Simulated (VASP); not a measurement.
**FeSi: density of states with LDA**

Crystal: FeSi.

```
Fe Si
1.0
     4.46700    0.00000    0.00000
     0.00000    4.46700    0.00000
     0.00000    0.00000    4.46700
Fe Si
4 4
Direct
  0.14217 0.14174 0.13966
  0.37417 0.87374 0.63966
  0.64217 0.37374 0.87166
  0.87417 0.64174 0.37166
  0.85267 0.85224 0.85016
  0.66367 0.16324 0.35016
  0.35267 0.66324 0.16116
  0.09833 0.29034 0.61589
```

The cell isn't the ideal one: atom 8 moved 0.45 Å.

```
Program                 : VASP 6.6.1
Task                    : density of states
Functional              : LDA
Potentials or basis     : VASP PAW LDA potentials, release 64 (Fe, Si)
Cutoff                  : 520 eV
k mesh                  : 5 × 5 × 5
Occupations             : gaussian, width 0.02 eV
Spin                    : collinear spin, ferromagnetic start
Starting moments        : [3.0, 3.0, 3.0, 3.0, 0.0, 0.0, 0.0, 0.0] μB
k mesh for the DOS      : 8 × 8 × 8
Occupations for the DOS : tetrahedron
Further INCAR settings  : ALGO = Normal; EDIFF = 1e-06; NBANDS = 38
```

```json
{"Net moment": "0.10 μB per cell", "Site moments": "Fe -0.00, +0.01, +0.05; Si -0.00 μB", "Valence electrons inside the program's atomic spheres": "Fe 7.71, 7.64, 7.59, 7.70; Si 1.65, 1.66, 1.64, 1.69"}
```

Levels at points of the mesh, in eV from the Fermi level:
Spin up:
```
           k point  band 20  band 21  band 22  band 23  band 24  band 25  band 26  band 27  band 28  band 29
(0.00, 0.00, 0.00)    -0.49    -0.41    -0.26    -0.13    -0.03     0.37     0.46     0.54     2.38     2.85
(0.50, 0.00, 0.00)    -1.33    -0.51    -0.41    -0.20    -0.07    -0.02     0.14     1.45     1.59     1.89
(0.00, 0.50, 0.00)    -1.30    -0.53    -0.45    -0.18    -0.09     0.03     0.11     1.32     1.81     2.02
(0.00, 0.00, 0.50)    -1.30    -0.56    -0.43    -0.14    -0.10    -0.04     0.12     1.29     1.63     1.96
(0.50, 0.50, 0.00)    -1.25    -1.17    -0.95    -0.54    -0.43     0.39     0.52     0.91     1.19     2.57
(0.00, 0.50, 0.50)    -1.30    -1.18    -1.08    -0.42    -0.35     0.44     0.56     0.95     1.21     2.36
(0.50, 0.00, 0.50)    -1.23    -1.10    -1.03    -0.58    -0.31     0.51     0.56     1.09     1.14     2.33
(0.50, 0.50, 0.50)    -0.79    -0.78    -0.72    -0.71    -0.59     0.22     0.32     0.36     0.40     4.30
```
Spin down:
```tsv
k point	band 20	band 21	band 22	band 23	band 24	band 25	band 26	band 27	band 28	band 29
(0.00, 0.00, 0.00)	-0.47	-0.40	-0.24	-0.11	0.02	0.39	0.49	0.57	2.40	2.86
(0.50, 0.00, 0.00)	-1.32	-0.50	-0.38	-0.19	-0.04	0.01	0.16	1.47	1.61	1.91
(0.00, 0.50, 0.00)	-1.28	-0.51	-0.42	-0.16	-0.07	0.05	0.13	1.34	1.82	2.04
(0.00, 0.00, 0.50)	-1.28	-0.54	-0.41	-0.11	-0.07	-0.02	0.15	1.32	1.64	1.98
(0.50, 0.50, 0.00)	-1.23	-1.15	-0.92	-0.52	-0.40	0.41	0.54	0.94	1.21	2.59
(0.00, 0.50, 0.50)	-1.28	-1.15	-1.06	-0.41	-0.32	0.47	0.58	0.99	1.23	2.38
(0.50, 0.00, 0.50)	-1.21	-1.07	-1.01	-0.57	-0.27	0.54	0.58	1.10	1.17	2.35
(0.50, 0.50, 0.50)	-0.77	-0.75	-0.69	-0.69	-0.56	0.24	0.35	0.39	0.43	4.30
```

States per cell in windows of 0.5 eV (zero at the Fermi level; states under -8 eV left out):
| from (eV) | up | down | Fe3_d_up | Fe4_d_down | Fe4_d_up | Fe2_d_down | Fe2_d_up | Fe1_d_down |
| --- | --- | --- | --- | --- | --- | --- | --- | --- |
| -8.0 | 0.35 | 0.35 | 0.01 | 0.01 | 0.01 | 0.01 | 0.01 | 0.01 |
| -7.5 | 0.35 | 0.34 | 0.01 | 0.02 | 0.02 | 0.01 | 0.01 | 0.02 |
| -7.0 | 0.40 | 0.40 | 0.01 | 0.02 | 0.02 | 0.01 | 0.01 | 0.02 |
| -6.5 | 0.44 | 0.44 | 0.02 | 0.02 | 0.02 | 0.02 | 0.02 | 0.02 |
| -6.0 | 0.72 | 0.71 | 0.03 | 0.04 | 0.04 | 0.04 | 0.04 | 0.04 |
| -5.5 | 0.78 | 0.78 | 0.04 | 0.05 | 0.05 | 0.04 | 0.04 | 0.06 |
| -5.0 | 0.85 | 0.84 | 0.06 | 0.07 | 0.07 | 0.05 | 0.05 | 0.07 |
| -4.5 | 0.99 | 0.99 | 0.08 | 0.10 | 0.10 | 0.09 | 0.09 | 0.10 |
| -4.0 | 0.98 | 0.97 | 0.09 | 0.12 | 0.12 | 0.12 | 0.12 | 0.12 |
| -3.5 | 1.99 | 1.92 | 0.26 | 0.26 | 0.27 | 0.27 | 0.28 | 0.30 |
| -3.0 | 1.96 | 2.01 | 0.32 | 0.35 | 0.34 | 0.31 | 0.30 | 0.33 |
| -2.5 | 2.85 | 2.84 | 0.52 | 0.51 | 0.51 | 0.50 | 0.50 | 0.49 |
| -2.0 | 1.96 | 2.00 | 0.41 | 0.37 | 0.37 | 0.35 | 0.35 | 0.34 |
| -1.5 | 1.92 | 1.91 | 0.40 | 0.38 | 0.38 | 0.44 | 0.44 | 0.39 |
| -1.0 | 2.34 | 2.33 | 0.47 | 0.52 | 0.52 | 0.55 | 0.54 | 0.53 |
| -0.5 | 1.99 | 2.03 | 0.51 | 0.43 | 0.42 | 0.44 | 0.43 | 0.41 |
| 0.0 | 2.04 | 2.03 | 0.46 | 0.42 | 0.43 | 0.46 | 0.46 | 0.43 |
| 0.5 | 0.28 | 0.26 | 0.06 | 0.05 | 0.06 | 0.05 | 0.05 | 0.05 |
| 1.0 | 1.02 | 1.03 | 0.19 | 0.18 | 0.18 | 0.16 | 0.16 | 0.18 |
| 1.5 | 0.59 | 0.58 | 0.08 | 0.09 | 0.10 | 0.10 | 0.10 | 0.10 |
| 2.0 | 0.90 | 0.90 | 0.13 | 0.14 | 0.14 | 0.12 | 0.12 | 0.13 |
| 2.5 | 0.93 | 0.94 | 0.11 | 0.12 | 0.12 | 0.11 | 0.11 | 0.12 |
| 3.0 | 0.89 | 0.88 | 0.09 | 0.09 | 0.10 | 0.09 | 0.09 | 0.09 |
| 3.5 | 1.02 | 1.03 | 0.09 | 0.09 | 0.09 | 0.10 | 0.10 | 0.09 |
| 4.0 | 0.95 | 0.95 | 0.07 | 0.08 | 0.08 | 0.08 | 0.08 | 0.07 |
| 4.5 | 1.07 | 1.07 | 0.07 | 0.07 | 0.07 | 0.07 | 0.07 | 0.07 |
| 5.0 | 0.78 | 0.78 | 0.04 | 0.05 | 0.05 | 0.05 | 0.05 | 0.05 |
| 5.5 | 0.91 | 0.91 | 0.05 | 0.05 | 0.05 | 0.05 | 0.05 | 0.05 |
| 6.0 | 0.90 | 0.91 | 0.04 | 0.04 | 0.04 | 0.04 | 0.04 | 0.04 |
| 6.5 | 0.70 | 0.70 | 0.03 | 0.03 | 0.03 | 0.03 | 0.03 | 0.03 |
| 7.0 | 0.64 | 0.64 | 0.03 | 0.03 | 0.03 | 0.03 | 0.03 | 0.03 |
| 7.5 | 0.40 | 0.41 | 0.02 | 0.02 | 0.02 | 0.02 | 0.02 | 0.02 |

It took 27 min on 1 thread of Intel(R) Xeon(R) Platinum 8559C (Emerald Rapids), on a shared host, peak memory 1.1 GiB.

Caveat: the starting moments collapsed, and a magnetic state may lie lower.
